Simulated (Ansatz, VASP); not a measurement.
**Two plane-wave programs on CdS**

The input INCAR:

```
SYSTEM = CdS
PREC = Accurate
ENCUT = 520
EDIFF = 1E-7
ISMEAR = -1
SIGMA = 0.02
LREAL = .False.
LASPH = .True.
NELM = 60
ALGO = Normal
ISIF = 2
LWAVE = .False.
LCHARG = .True.
GGA = PE
LELF = .True.
LVHAR = .True.
NBANDS = 26
```

File KPOINTS:

```
Automatic mesh
0
Gamma
  6 6 4
  0 0 0
```

File POSCAR:

```
CdS
1.0
    4.3728313446      0.0000000000      0.0000000000
   -2.1864156723      3.7869830309      0.0000000000
    0.0000000000      0.0000000000      7.1043110086
Cd S
2 2
Direct
    0.3333333333      0.6666666667     -0.0010646326
    0.6666666667      0.3333333333      0.4989353674
    0.3333333333      0.6666666667      0.3760646326
    0.6666666667      0.3333333333      0.8760646326
```

Input for Ansatz:

```yaml
crystal:
  lattice:
    - [4.3728313446, 0.0, 0.0]
    - [-2.1864156723, 3.7869830309, 0.0]
    - [0.0, 0.0, 7.1043110086]
  atoms:
    - { symbol: Cd, position: [0.3333333333, 0.6666666667, -0.0010646326] }
    - { symbol: Cd, position: [0.6666666667, 0.3333333333, 0.4989353674] }
    - { symbol: S, position: [0.3333333333, 0.6666666667, 0.3760646326] }
    - { symbol: S, position: [0.6666666667, 0.3333333333, 0.8760646326] }
kpoints:
  mp_grid: { grid: [6, 6, 4] }
  band_path:
    path:
      - [0.0, 0.0, 0.0]
      - [0.5, 0.0, 0.0]
      - [0.3333333333, 0.3333333333, 0.0]
      - [0.0, 0.0, 0.5]
      - [0.5, 0.0, 0.5]
      - [0.3333333333, 0.3333333333, 0.5]
    npoints: 1
hamiltonian:
  xc: pbe
scf:
  occupations: { method: fermi_dirac, width: 0.02 }
  n_extra_bands: 5
output:
  forces: true
  stress: true
  eigenvalues: true
```

Change from the starting cell: hydrostatic strain +5.0%.

Alike in both runs: task single point; functional PBE; k mesh 6 × 6 × 4; occupations fermi-dirac, width 0.02 eV; no spin polarisation.

|  | VASP | Ansatz |
| --- | --- | --- |
| version | VASP 6.6.1 | Ansatz 0.2.0 |
| potentials or method | VASP PAW PBE potentials, release 64 (Cd, S) | plane waves, PAW |
| plane-wave cutoff (eV) | 520 | 420 |
| valence electrons in the cell | 36 | 52 |

Ansatz gave:

```
gap on the k mesh at the Fermi level (eV) : 0.82
pressure (GPa)                            : -4.9
```

**Question.** Which values does VASP return?

**Answer.** gap on the k mesh at the Fermi level (eV): 0.82; pressure (GPa): -4.7.

With one functional, cell and mesh, what is left measures potentials, basis and numerics. The two sets of potentials don't hold the same shells in valence.
